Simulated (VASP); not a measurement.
## Ge: equation of state with PBE

Crystal: Ge.

```
CELL_PARAMETERS angstrom
3.99759 0.00000 0.00000
-1.99879 3.46201 0.00000
0.00000 0.00000 6.59938
ATOMIC_POSITIONS crystal
Ge 0.33333 0.66667 0.93710
Ge 0.66667 0.33333 0.43710
Ge 0.33333 0.66667 0.56290
Ge 0.66667 0.33333 0.06290
```

This isn't the form of Ge at room conditions, which is diamond.

* Program: VASP 6.6.1
* Task: equation of state
* Functional: PBE
* Potentials or basis: VASP PAW PBE potentials, release 64 (Ge_d)
* Cutoff: 520 eV
* k mesh: 8 × 8 × 4
* Occupations: fermi-dirac, width 0.05 eV
* Spin: no spin polarisation
* Further INCAR settings: ALGO = Normal; EDIFF = 1e-07; NBANDS = 36

```yaml
Equilibrium_volume: 23.88 Å³/atom
Bulk_modulus_at_fixed_shape_and_positions: 58 GPa
Pressure_derivative_of_the_bulk_modulus: "4.7 (rough: it moves with the points fitted)"
```

Energy against volume, from the lowest point:
| volume (Å³/atom) | energy (meV/atom) |
| --- | --- |
| 21.463 | 54.62 |
| 21.920 | 34.45 |
| 22.377 | 19.47 |
| 22.833 | 9.06 |
| 23.290 | 2.68 |
| 23.747 | 0.00 |
| 24.203 | 0.65 |

All runs of the series together: 9.7 min on 1 thread of Intel(R) Xeon(R) Platinum 8488C (Sapphire Rapids), with other jobs on the host.

Caveat: the cell was scaled at fixed shape and fractional positions, which overstates the stiffness of a crystal with free parameters, most of all of layers and chains.
